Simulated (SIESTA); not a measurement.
**LiH in SIESTA: the effect of functional**

The system is LiH.

```
Li H
1.0
     0.00000    2.03675    2.03675
     2.03675    0.00000    2.03675
     2.03675    2.03675    0.00000
Li H
1 1
Cartesian
  0.0000 0.0000 0.0000
  2.0368 2.0368 2.0368
```

Alike in all runs:

```yaml
Program: SIESTA 5.4.2
Task: band structure
Basis: DZP (energy shift 0.003 Ry; two zetas on semicore shells)
Grid_cutoff: 800 Ry
Energy_shift: 0.003 Ry
k_mesh: 11 × 11 × 11
Occupations: fermi-dirac, width 0.05 eV
Spin: no spin polarisation
```

```csv
functional,potentials or basis,gap on the mesh (eV),pressure (GPa)
PBE,PseudoDojo 0.4 standard (PBE files),3.18,-1.7
LDA,PseudoDojo 0.4 standard (LDA files),?,?
PBEsol,PseudoDojo 0.4 standard (PBEsol files),2.96,-2.3
```

**Question.** What does the run with functional LDA give?

**Answer.** gap on the mesh 2.82 eV; pressure -4.1 GPa.

Caveats: the mesh misses the band edges, which the band path finds closer together; the basis of atomic orbitals isn't converged, which shifts pressures, moduli and gaps.
